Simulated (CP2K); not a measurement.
Crystal: TiSi.

```
CELL_PARAMETERS angstrom
2.78977 0.00000 0.00000
-0.42506 2.75720 0.00000
0.00000 0.00000 3.80393
ATOMIC_POSITIONS crystal
Ti 0.50000 0.50000 0.00000
Si 0.00000 0.00000 0.50000
```

The cell comes from a database or a generator and needn't be the stable form of this composition.

| Property | Result |
| --- | --- |
| Program | CP2K 2026.2 |
| Task | relaxation of cell and atoms |
| Functional | LDA |
| Potentials or basis | GTH_POTENTIALS Ti GTH-PADE-q12, Si GTH-PADE-q4; TZVP-MOLOPT-PBE-GTH basis |
| Density cutoff | 6123 eV |
| k mesh | 7 × 7 × 6 |
| Occupations | fermi-dirac, width 0.05 eV |
| Spin | no spin polarisation |

At the start: pressure -8.1 GPa; volume 14.63 Å³/atom.

**Question.** Where does the relaxation end?

**Answer.** Over 8 steps the energy falls by 23.2 meV/atom and the volume is 13.78 Å³/atom (-5.8 %); space group Cmmm (No. 65, to 0.05 Å).

The path:
```csv
step,energy change (eV),largest force (eV/Å),volume (Å³)
1,0.0000,0.0000,29.26
2,-0.0071,0.0000,29.11
3,-0.0439,0.0000,27.45
4,-0.0443,0.0000,27.61
5,-0.0444,0.0000,27.61
6,-0.0463,0.0000,27.56
7,-0.0463,0.0000,27.56
8,-0.0463,0.0000,27.56
```

Final structure:
```
Ti Si
1.0
     2.72161    0.00000    0.00000
    -0.37035    2.69670    0.00000
     0.00000    0.00000    3.75534
Ti Si
1 1
Direct
  0.50000 0.50000 0.00000
  0.00000 0.00000 0.50000
```

Caveat: the basis of atomic orbitals isn't converged, which shifts pressures, moduli and gaps.
